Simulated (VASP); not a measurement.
**Sc: single point with r2SCAN**

Sc:

```
CELL_PARAMETERS angstrom
0.00000 2.32458 2.32458
2.32458 0.00000 2.32458
2.32458 2.32458 0.00000
ATOMIC_POSITIONS crystal
Sc 0.00000 0.00000 0.00000
```

The cell was built by a generator and needn't be a form met in nature.

| Quantity | Value |
| --- | --- |
| Program | VASP 6.6.1 |
| Task | single point |
| Functional | r2SCAN |
| Potentials or basis | VASP PAW PBE potentials, release 64 (Sc_sv) |
| Cutoff | 520 eV |
| k mesh | 16 × 16 × 16 |
| Occupations | gaussian, width 0.05 eV |
| Spin | no spin polarisation |

```yaml
Pressure: 0.2 GPa
Band_gap_on_the_k_mesh: none (metal or under the smearing width)
```

Levels at points of the mesh, in eV from the Fermi level:
```csv
k point,band 1,band 2,band 3,band 4,band 5,band 6,band 7,band 8,band 9,band 10
"(0.00, 0.00, 0.00)",-51.62,-29.06,-29.06,-29.06,-5.53,1.77,1.77,1.77,3.19,3.19
"(0.50, 0.00, 0.00)",-51.56,-29.44,-29.11,-29.11,-1.81,0.02,1.66,1.66,4.07,4.07
"(0.50, 0.50, 0.00)",-51.54,-29.42,-29.19,-29.19,-1.54,-0.56,1.80,4.08,4.29,4.29
```

Run time: 86 s on 1 thread of Intel(R) Xeon(R) Platinum 8259CL CPU @ 2.50GHz (Skylake/Cascade Lake) (shared host), peak memory 0.17 GiB.

Caveat: the PAW data sets were made with another functional, which shifts forces and pressure a little.
